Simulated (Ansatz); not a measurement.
# PbF2 (Fluorocronite) (Fm-3m) in Ansatz: further runs

The runs below take PbF2 (Fluorocronite) through band structure, with HSE06, PBE0.

Everything below comes from runs of Ansatz 0.2.0. Logs are shortened: lines on timing, memory, paths and dates and some standing lists are left out, and cuts for length are marked.

## Step 1: Starting point

The structure is cubic, space group Fm-3m (No. 225). The conventional cell has a = 5.927 Å, b = 5.927 Å, c = 5.927 Å, α = 90.00°, β = 90.00°, γ = 90.00°. Pb (site symmetry m-3m) has 8 F at 2.57 Å as nearest neighbours. F (site symmetry -43m) has 4 Pb at 2.57 Å as nearest neighbours.

## Step 2: Band structure, HSE06

Contents of input:

```
crystal:
  lattice:
    - [0.0, 2.96366, 2.96366]
    - [2.96366, 0.0, 2.96366]
    - [2.96366, 2.96366, 0.0]
  atoms:
    - { symbol: Pb, position: [0.0, 0.0, 0.0] }
    - { symbol: F, position: [0.75, 0.75, 0.75] }
    - { symbol: F, position: [0.25, 0.25, 0.25] }
hamiltonian:
  xc: hse06
  pseudopotentials: { kind: paw }
kpoints:
  mp_grid: { grid: [6, 6, 6] }
  band_path:
    path:
      - [[0.0, 0.0, 0.0], [0.5, 0.0, 0.5], [0.5, 0.25, 0.75], [0.375, 0.375, 0.75], [0.0, 0.0, 0.0], [0.5, 0.5, 0.5], [0.625, 0.25, 0.625], [0.5, 0.25, 0.75], [0.5, 0.5, 0.5], [0.375, 0.375, 0.75]]
      - [[0.625, 0.25, 0.625], [0.5, 0.0, 0.5]]
    npoints: 4
scf:
  occupations: { method: fermi_dirac, width: 0.05 }
  n_extra_bands: 7
output:
  forces: true
  stress: true
  eigenvalues: true
  fatbands: false
```

Potentials or basis: Ansatz PAW.

What it wrote:

```text
Warning: output.stress: scf.convergence.dr2_threshold = 1e-7 eV (the SCF's general default) is looser than the 3e-10 eV advised for a printed stress (1e-10 eV for each atom of the cell: 3). What an SCF threshold leaves in a stress goes as its square root, and in the free energy as the threshold itself, and one threshold admits the most on a small cell: of the crystals measured, under no hybrid functional and no lock of the moments, on runs that ended without the residual-converged pass, on stresses that held no estimate of that error, the worst erred by over 100 MPa in a component at 1e-7 eV an atom and by under 5 at 1e-10. Set scf.convergence.dr2_threshold to 3e-10 eV or tighter. The threshold is an SCF's pass mark: one that does not reach it within its budget of iterations ends unconverged, or closes short of it on a stop that the run arms, and scf.convergence.dr2_threshold's page says what that costs each kind of run
Warning: output.stress: scf.exx.energy_threshold = 1e-6 eV is looser than the 3e-8 eV advised for a stress under a hybrid functional (1e-8 eV for each atom of the cell: 3). Every SCF of the exchange loop can meet its threshold on dr2 while the loop round them stops early: no threshold on dr2 bounds what that leaves in the stress. Set scf.exx.energy_threshold to 3e-8 eV or tighter. The threshold is the loop's pass mark: a loop that does not reach it within its budget of cycles ends unconverged, and scf.exx.energy_threshold's page has the law
scf.n_extra_bands = 7 over 14 filled bands (N_el = 28.0): the run solves 21 bands
GPUs: using 1 of 1 available (devices: 1).
Engine: ansatz 0.2.0, x86_64-unknown-linux-gnu
Pseudopotentials: kind: paw
Pseudopotential: Pb, paw, valence charge 14, recommended cutoff 420 eV (normal), Pb.paw.azcp
Pseudopotential: F, paw, valence charge 7, recommended cutoff 420 eV (normal), F.paw.azcp
Functional definition: HSE06
  parameter a = 0.25
  parameter omega = 0.11/bohr
  exchange = pbe_x - a*pbe_x_sr(omega) + a*exact_x_sr(omega)
  correlation = pbe_c
device memory: the entry about to start is reckoned to put 0.6 GiB on a device that reports 61.1 GiB free (of which the cap on the GPU budget leaves the run 18.0 GiB)
GPU FFT provider: cuFFT
GPU libraries: cuBLAS 13.8.2, cuFFT 12.4.0, cuSOLVER 12.3.4
Crystal: 3 atoms, lattice volume = 52.061 Å³
Basis set: ecut = 420 eV, 965 PW (Γ), exchange–correlation on 60×60×60 points (8 copies of the dense FFT grid, shifted against one another)
Bands: 21, of which v1, the nominal top of the filled ones, is band 14 counted from 1 (13 counted from 0)
Symmetry: 48 space group operations
Space group: Fm-3m (ITA 225), of the structure as read, at distance tolerance 3.7e-5 Å
k-points: 16 of 216
Non-local potential: Pb, projectors of the file, l = 0: 2, l = 1: 2, l = 2: 2, l = 3: 2
Non-local potential: F, projectors of the file, l = 0: 2, l = 1: 2, l = 2: 1
PAW form: soft (Blöchl's): semilocal exchange-correlation on the pseudo side does not see the compensation charge
PAW frozen core: Pb, regenerated for the run's functional, and the local potential with it (the file was generated under x = pbe(κ = 0.804, μ = 0.2195149727645171), c = pbe(β = 0.06672455060314922))
PAW frozen core: F, regenerated for the run's functional, and the local potential with it (the file was generated under x = pbe(κ = 0.804, μ = 0.2195149727645171), c = pbe(β = 0.06672455060314922))
PAW one-centre angular grid: Pb, 590 points (default); XC on 64 Gauss nodes
PAW one-centre angular grid: F, 110 points (default); XC on 64 Gauss nodes
Initial density: superposition of atomic densities (neutral atoms: chi_scale 0, normalization atom), corrected by the library's trained network
Initial wavefunctions: pseudopotential atomic-orbital guess
GPU buffer pool allocated for 27000 grid points (all kernels)
GPU transforms: local potential and band sums: pruned to the plane-wave sphere, on 30×30×30
Functional: x = pbe(κ = 0.804, μ = 0.2195149727645171), c = pbe(β = 0.06672455060314922), warm-up for x = pbe(κ = 0.804, μ = 0.2195149727645171) + 0.25 (exact − pbe) at short range (hse, ω = 0.20786987370883472 Å⁻¹), c = pbe(β = 0.06672455060314922); HSE06 as pw.x's `hse` composes it (authors' and Libxc's form: `xc: wpbeh`)
SCF iter   1: F=—  HF=-13524.697011 eV  |F-HF|=—  |Δ(HF+E_count)|=         —  Δρ=7.67e-4  dr2=1.98e-4  ethr=1.77e-3  ⟨swp⟩=2.0  Hψ=2377  notcnv=0
preconditioner: auto → none  [insulator: Δε(μ)=4.436 eV  Ē_g=20.478 eV  σ=0.050 eV  W_gap=1.00  n_scr=14 (ndim 8)  ℏωp=27.2 eV  f_vac=0.132  D(μ)=0.00/eV (n_scr^D=0)]
SCF iter   2: F=-13524.697229 eV  HF=-13524.697184 eV  |F-HF|=4.57e-5  |Δ(HF+E_count)|=   1.72e-4  Δρ=4.40e-4  dr2=4.24e-5  ethr=7.06e-7  ⟨swp⟩=4.4  Hψ=888  notcnv=0
SCF 1 stopped early in 2 iterations: F = -13524.697229 eV  dr2 = 4.24e-5
device memory: the entry about to start is reckoned to put 1.2 GiB on a device that reports 61.0 GiB free (of which the cap on the GPU budget leaves the run 18.0 GiB)
GPU FFT provider: cuFFT
GPU libraries: cuBLAS 13.8.2, cuFFT 12.4.0, cuSOLVER 12.3.4
Initial density: handed on by an earlier stage of this run
Initial wavefunctions: those handed on with the density
GPU buffer pool allocated for 27000 grid points (all kernels)
GPU transforms: local potential and band sums: pruned to the plane-wave sphere, on 30×30×30
Functional: x = pbe(κ = 0.804, μ = 0.2195149727645171) + 0.25 (exact − pbe) at short range (hse, ω = 0.20786987370883472 Å⁻¹), c = pbe(β = 0.06672455060314922); HSE06 as pw.x's `hse` composes it (authors' and Libxc's form: `xc: wpbeh`)
Exchange kernel: α = 0.2500, screened, ω = 0.2079 Å⁻¹, Wigner–Seitz truncation, v(0) = 1046.7859 eV·Å³, q-mesh 6×6×6, nearest image of the exchange supercell L = 25.15 Å, pair-density grid 18×18×18, without the augmentation charges, whose exchange is taken in its separable form by FFT convolution over the k-point mesh (sized by the pseudopotential files, 24×24×24 at the most), smooth part of the exact exchange by density-matrix convolution in up to 3.51 GiB of GPU memory as planned if the GPU has room (build and FFT work areas not counted)
Frozen-core exchange: fock
SCF iter   1: F=—  HF=-13527.744843 eV  |F-HF|=—  |Δ(HF+E_count)|=         —  Δρ=1.16e-2  dr2=8.03e-2  ethr=1.51e-6  ⟨swp⟩=6.4  Hψ=1596  notcnv=0
preconditioner: auto → none  [insulator: Δε(μ)=5.851 eV  Ē_g=23.058 eV  σ=0.050 eV  W_gap=1.00  n_scr=14 (ndim 8)  ℏωp=27.2 eV  f_vac=0.131  D(μ)=0.00/eV (n_scr^D=0)]
SCF iter   2: F=—  HF=-13527.723734 eV  |F-HF|=—  |Δ(HF+E_count)|=   2.11e-2  Δρ=8.34e-3  dr2=1.39e-2  ethr=1.51e-6  ⟨swp⟩=5.0  Hψ=1341  notcnv=0
SCF iter   3: F=—  HF=-13527.728433 eV  |F-HF|=—  |Δ(HF+E_count)|=   4.70e-3  Δρ=2.80e-3  dr2=2.69e-3  ethr=1.51e-6  ⟨swp⟩=4.2  Hψ=987  notcnv=0
SCF iter   4: F=—  HF=-13527.727467 eV  |F-HF|=—  |Δ(HF+E_count)|=   9.66e-4  Δρ=1.06e-3  dr2=5.60e-4  ethr=1.51e-6  ⟨swp⟩=3.0  Hψ=665  notcnv=0
iter 5 solved again at ethr=1.20e-8 eV; its pass at ethr=1.37e-6 eV (dr2=3.37e-6 eV) is discarded
SCF iter   5: F=—  HF=-13527.727313 eV  |F-HF|=—  |Δ(HF+E_count)|=   1.54e-4  Δρ=1.66e-4  dr2=1.04e-4  ethr=1.20e-8  ⟨swp⟩=4.2  Hψ=1630  notcnv=0
eigensolver tolerance schedule calibrated: the retry pair's looser diagonalisation under-reported the residual by θ = 0.37 (0.18/decade); ethr = c·dr2/N_el runs at the constant in force after the calibration composes with the one it found (an armed cap, an earlier calibration), c = 3.1e-2
SCF iter   6: F=—  HF=-13527.727973 eV  |F-HF|=—  |Δ(HF+E_count)|=   6.60e-4  Δρ=8.38e-4  dr2=2.44e-4  ethr=5.93e-9  ⟨swp⟩=5.1  Hψ=1235  notcnv=0
SCF iter   7: F=-13527.727897 eV  HF=-13527.727897 eV  |F-HF|=1.88e-7  |Δ(HF+E_count)|=   7.60e-5  Δρ=3.24e-5  dr2=4.05e-6  ethr=5.93e-9  ⟨swp⟩=5.1  Hψ=1054  notcnv=0
SCF 2 stopped early in 7 iterations: F = -13527.727897 eV  dr2 = 4.05e-6
hybrid outer 1: dexx = +9.828e-3 eV, tail = 1.98e-5 eV
GPU FFT provider: cuFFT
GPU libraries: cuBLAS 13.8.2, cuFFT 12.4.0, cuSOLVER 12.3.4
GPU buffer pool allocated for 27000 grid points (all kernels)
GPU transforms: local potential and band sums: pruned to the plane-wave sphere, on 30×30×30
Exchange kernel: α = 0.2500, screened, ω = 0.2079 Å⁻¹, Wigner–Seitz truncation, v(0) = 1046.7859 eV·Å³, q-mesh 6×6×6, nearest image of the exchange supercell L = 25.15 Å, pair-density grid 18×18×18, without the augmentation charges, whose exchange is taken in its separable form by FFT convolution over the k-point mesh (sized by the pseudopotential files, 24×24×24 at the most), smooth part of the exact exchange by density-matrix convolution in up to 3.51 GiB of GPU memory as planned if the GPU has room (build and FFT work areas not counted)
Frozen-core exchange: fock
SCF iter   1: F=—  HF=-13527.727884 eV  |F-HF|=—  |Δ(HF+E_count)|=         —  Δρ=1.11e-4  dr2=5.23e-6  ethr=3.53e-7  ⟨swp⟩=4.1  Hψ=742  notcnv=0
preconditioner: auto → none  [insulator: Δε(μ)=5.764 eV  Ē_g=22.954 eV  σ=0.050 eV  W_gap=1.00  n_scr=14 (ndim 8)  ℏωp=27.2 eV  f_vac=0.138  D(μ)=0.00/eV (n_scr^D=0)]
SCF iter   2: F=—  HF=-13527.727883 eV  |F-HF|=—  |Δ(HF+E_count)|=   1.31e-6  Δρ=2.30e-5  dr2=1.18e-7  ethr=5.45e-9  ⟨swp⟩=4.1  Hψ=844  notcnv=0
SCF iter   3: F=-13527.727883 eV  HF=-13527.727883 eV  |F-HF|=5.47e-9  |Δ(HF+E_count)|=   1.90e-7  Δρ=4.97e-6  dr2=8.12e-9  ethr=9.86e-11  ⟨swp⟩=4.9  Hψ=1125  notcnv=0  defer=2
SCF 3 converged in 3 iterations: F = -13527.727883 eV  dr2 = 8.12e-9
  Residual-converged pass: ⟨swp⟩=2.8  Hψ=581  notcnv=0  max |occ|·‖R‖ = 2.4e-6 eV (tolerance 2.4e-6 eV)  dr2=8.11e-9  dr2_onsite=2.19e-9  max |Δocc| = 0.0e0
hybrid outer 2: dexx = +2.052e-7 eV, tail = 2.67e-8 eV, Δε = 3.06e-3 eV (about 1.39e-4 eV left of the loop's levels)
device memory: the entry about to start is reckoned to put 0.5 GiB on a device that reports 25.5 GiB free (of which the cap on the GPU budget leaves the run 18.0 GiB)
NSCF: frozen V_eff on 42 k-points, pencils in batches of 32, up to order 96
hybrid SCF converged: 2 outer / 10 inner (+2 warm-up), last move |dexx| = 2.05e-7 eV, tail = 2.67e-8 eV
Stability not checked: this state was not tested for a lower state beside it, because the functional holds exact exchange (a hybrid, or Hartree-Fock), whose exchange loop this test does not read (fock_operator; see scf.lower_state_search)
Free energy (F): -13527.727883 eV
Frozen-core exchange: fock
Harris-Foulkes:  -13527.727883 eV  (|F-HF|=5.47e-9)
Internal energy: -13527.727883 eV  (E = F + TS)
E sigma→0 (E₀):  -13527.727883 eV
Fermi energy:    7.012407 eV
--- Per-component energies (eV) ---
  E_band       = -176.987441
  E_kinetic    = 702.175401
  E_local      = -2258.841669  (includes V_loc(G=0)·N_el)
  E_nonlocal   = 494.236425
  E_hartree    = 872.033395
  E_xc         = -304.563378
  E_vxc        = -269.243634  (∫ρ·V_xc dr)
  E_exx        = -84.508824  (= α·E_x^exact, valence–valence)
  E_paw        = -10799.633157  (= ΣΔE_a)
  E_vpaw       = -420.369233  (= ΣTr[D̂ρ^β])
  E_aug_tail   = 0.004102  (compensation charges beyond the density's cutoff)
  E_ewald      = -2148.900692
  E_core_change = 0.270516  (= ΣΔE_core)
  E_smearing   = -0.000000  (= −TS)
  E_closure    = -0.000001  (closes the sum)
  Σ components = -13527.727883   (vs F -13527.727883, Δ=0.00e0)
--- Forces (eV/Å), atoms counted from 1 ---
  atom   1  Pb    -0.00000000     0.00000000     0.00000000
  atom   2  F      0.00000000     0.00000000     0.00000000
  atom   3  F     -0.00000000     0.00000000     0.00000000
  max |Σ_I F_I| component: 6.94e-18 eV/Å
--- Stress (GPa, compression-positive) ---
        0.937328      -0.000000       0.000000
       -0.000000       0.937328      -0.000000
        0.000000       0.000000       0.937328
  P = ⅓ Tr σ = 0.9373 GPa (9.373 kbar)
--- Band table (eV; the first three rows and the last of 16) ---
  k-point 0: bands = ["-19.2225", "-18.5928", "-11.5452", "-11.5452", "-11.5452", "-11.4621", "-11.4621", "-0.3963", "0.9457", "0.9457", "0.9457", "1.4810", "1.4810", "1.4810", "12.2890", "12.2890", "12.2890", "16.0536", "20.7923", "20.7923", "23.3199"]
  k-point 1: bands = ["-19.1702", "-18.6396", "-11.5340", "-11.5340", "-11.4892", "-11.4620", "-11.4620", "-1.0621", "0.7912", "0.8996", "0.8996", "1.4349", "1.4349", "2.3650", "11.4090", "12.5209", "12.5209", "17.5494", "20.1577", "20.1577", "22.2373"]
  k-point 2: bands = ["-19.0441", "-18.7515", "-11.5209", "-11.5209", "-11.4521", "-11.4521", "-11.3812", "-1.8536", "0.5756", "0.8110", "0.8110", "1.3424", "1.3424", "3.5000", "10.5852", "13.0011", "13.0011", "18.7526", "19.5428", "19.5428", "20.6274"]
  k-point 15: bands = ["-18.9136", "-18.8544", "-11.4890", "-11.4518", "-11.4489", "-11.4178", "-11.3455", "-2.7267", "-0.2568", "0.3085", "1.3150", "1.8613", "1.9742", "4.0645", "10.6802", "12.4327", "13.0794", "15.2988", "20.7709", "21.1095", "22.3584"]
```

Run time: 77 s. Hardware: 1 × NVIDIA H100 80GB HBM3 with 2 threads of AMD EPYC 7R13 (Zen 3), shared host; peak memory 2.3 GiB.

Results:

```yaml
Free_energy: -13527.7279 eV
Pressure: 0.9 GPa
Band_gap_on_the_k_mesh: 5.76 eV, indirect (least direct gap 5.86 eV)
Band_gap_along_the_path: 5.73 eV, indirect (least direct gap 5.86 eV)
```

Levels at the corners of the path, in eV from the valence-band top:
| point | band 12 | band 13 | band 14 | band 15 | band 16 | band 17 |
| --- | --- | --- | --- | --- | --- | --- |
| Γ | -2.62 | -2.62 | -2.62 | 8.19 | 8.19 | 8.19 |
| X | -2.18 | -2.18 | -0.13 | 5.73 | 9.40 | 9.40 |
| W | -2.24 | -2.11 | 0.00 | 7.43 | 7.43 | 8.90 |
| K | -2.34 | -2.19 | -0.04 | 6.65 | 8.05 | 9.39 |
| Γ | -2.62 | -2.62 | -2.62 | 8.19 | 8.19 | 8.19 |
| L | -2.80 | -2.80 | -0.13 | 6.27 | 9.15 | 9.15 |
| U | -2.34 | -2.19 | -0.04 | 6.65 | 8.05 | 9.39 |
| W | -2.24 | -2.11 | 0.00 | 7.43 | 7.43 | 8.90 |
| L | -2.80 | -2.80 | -0.13 | 6.27 | 9.15 | 9.15 |
| K | -2.34 | -2.19 | -0.04 | 6.65 | 8.05 | 9.39 |
| U | -2.34 | -2.19 | -0.04 | 6.65 | 8.05 | 9.39 |
| X | -2.18 | -2.18 | -0.13 | 5.73 | 9.40 | 9.40 |

Caveat: spin-orbit coupling is left out, which as a rule narrows the gap of such compounds by several tenths of an eV; the PAW data sets come from PBE, with cores solved anew for the run's functional, which leaves a small shift of forces and pressure; the thresholds are loose for stress.

## Step 3: Band structure, PBE0

Changes to input since step 2:

```diff
@@ -10,3 +10,3 @@
 hamiltonian:
-  xc: hse06
+  xc: pbe0
   pseudopotentials: { kind: paw }
```

Potentials or basis: Ansatz PAW.

It took 61 s on 1 × NVIDIA H100 80GB HBM3 with 2 threads of AMD EPYC 7R13 (Zen 3), shared host; peak memory 2.6 GiB.

Results (log left out):

| Quantity | Value |
| --- | --- |
| Free energy | -13524.9222 eV |
| Pressure | 0.8 GPa |
| Band gap on the k mesh | 6.49 eV, indirect (least direct gap 6.59 eV) |
| Band gap along the path | 6.45 eV, indirect (least direct gap 6.59 eV) |

Levels at the corners of the path, in eV from the valence-band top:
```
point  band 10  band 11  band 12  band 13  band 14  band 15  band 16  band 17  band 18  band 19
    Γ    -3.18    -3.18    -2.65    -2.65    -2.65     8.94     8.94     8.94    12.72    17.44
    X    -4.28    -2.21    -2.21    -2.21    -0.13     6.45    10.16    10.16    10.98    16.56
    W    -3.35    -3.35    -2.28    -2.14     0.00     8.17     8.17     9.66    12.28    16.84
    K    -4.03    -2.71    -2.37    -2.22    -0.04     7.39     8.80    10.15    11.91    17.59
    Γ    -3.18    -3.18    -2.65    -2.65    -2.65     8.94     8.94     8.94    12.72    17.44
    L    -3.37    -3.37    -2.83    -2.83    -0.13     7.01     9.91     9.91    15.37    16.02
    U    -4.03    -2.71    -2.37    -2.22    -0.04     7.39     8.80    10.15    11.91    17.59
    W    -3.35    -3.35    -2.28    -2.14     0.00     8.17     8.17     9.66    12.28    16.84
    L    -3.37    -3.37    -2.83    -2.83    -0.13     7.01     9.91     9.91    15.37    16.02
    K    -4.03    -2.71    -2.37    -2.22    -0.04     7.39     8.80    10.15    11.91    17.59
    U    -4.03    -2.71    -2.37    -2.22    -0.04     7.39     8.80    10.15    11.91    17.59
    X    -4.28    -2.21    -2.21    -2.21    -0.13     6.45    10.16    10.16    10.98    16.56
```

Caveat: spin-orbit coupling is left out, which as a rule narrows the gap of such compounds by several tenths of an eV; the PAW data sets come from PBE, with cores solved anew for the run's functional, which leaves a small shift of forces and pressure; the thresholds are loose for stress.
